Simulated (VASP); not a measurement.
Input of a VASP 6.6.1 run:

Contents of INCAR:

```
SYSTEM = SnSe
  ALGO = Normal
  EDIFF = 1E-7
  ENCUT = 520
  GGA = PS
  ISIF = 2
  ISMEAR = 0
  LASPH = .TRUE.
  LCHARG = .FALSE.
  LREAL = .FALSE.
  LWAVE = .FALSE.
  NBANDS = 28
  NELM = 80
  PREC = Accurate
  SIGMA = 0.02
```

KPOINTS

```
k-points
0
G
  6 6 4
  0 0 0
```

POSCAR

```
SnSe
1.0
    4.2853274200      0.0000000000      0.0000000000
    0.0000000000      4.2853274200      0.0000000000
    0.0000000000      0.0000000000     10.9906921300
Sn Se
2 2
Direct
    0.5000000000      0.0000000000      0.3722291100
    0.0000000000      0.5000000000      0.6277708900
    0.5000000000      0.0000000000      0.6160394900
    0.0000000000      0.5000000000      0.3839605100
```

Potentials or basis: VASP PAW PBE potentials, release 64 (Sn_d, Se).

Command:

```sh
$ cat potpaw_PBE.64/Sn_d/POTCAR potpaw_PBE.64/Se/POTCAR > POTCAR
$ mpirun -np 1 vasp_std > vasp.out
```

Question: What does it give for the band gap on the k mesh?

Answer: 1.46 eV, direct.

Question: Estimate the largest force.

Answer: 0.094 eV/Å.

Forces on the atoms (eV/Å):
```
Sn   0.000  0.000  0.094
Sn   0.000  0.000 -0.094
Se   0.000  0.000  0.092
Se   0.000  0.000 -0.092
```

Caveat: the PAW data sets were made with another functional, which shifts forces and pressure a little; spin-orbit coupling is left out, which moves the levels of the heavy elements.
